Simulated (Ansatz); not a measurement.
**Stress against strain in TiSe$_{2}$**

```xyz
3
Lattice="3.5360 0.0000 0.0000 -1.7680 3.0623 0.0000 0.0000 0.0000 6.0040" Properties=species:S:1:pos:R:3 pbc="T T T"
Ti    0.0000    0.0000    0.0000
Se    0.0000    2.0415    1.5322
Se    1.7680    1.0208    4.4718
```

Atom numbers follow the list: Ti1, Se2, Se3.

The conventional cell has a = 3.536 Å, b = 3.536 Å, c = 6.004 Å, α = 90.00°, β = 90.00°, γ = 120.00°. Ti (atom 1) is surrounded by 6 Se at 2.55 Å. Se (atom 2) is surrounded by 3 Ti at 2.55 Å.

The cell is COD entry 1548816, which may be a prediction rather than a measurement; nothing was relaxed.

Theory: DFT, PBEsol, all-electron LAPW, scalar-relativistic in Ansatz 0.2.0.

Sampling and basis: a Γ-centred 12×12×6 k mesh, Fermi–Dirac smearing of 0.03 eV, basis error target 1 meV/atom, no spin polarisation.

The strain is applied along the Cartesian axes of the cell as listed (the other components stay zero). Fractional coordinates are held (clamped ions).

σ is the change of stress from the unstrained cell, which is at -2.28 GPa; tension is positive, so slopes are stress–strain coefficients at that pressure. In a metal the k mesh adds noise.

Only quantities that a quadratic follows smoothly over the whole series are listed; rougher ones are left out.

```csv
εzz,σzz (GPa),σxx (GPa)
-0.0300,-4.14,-1.80
-0.0200,-2.70,-1.17
-0.0100,-1.31,-0.57
0.0000,0.00,0.00
0.0200,2.39,1.08
0.0300,3.45,1.59
```

Q: Fit the series and read off the stiffness at zero strain.

A: Least-squares fits y = p0 + p1 x + p2 x² to the rows give σzz (GPa): p1 = 127, p2 = -380; σxx (GPa): p1 = 56.4, p2 = -120. So C33 = 127 GPa and C13 = 56 GPa, for these axes.

Q: One run, at εzz = 0.0100, is withheld. Predict its row.

A: The fits give 1.23, 0.56; the run gave 1.23, 0.55.
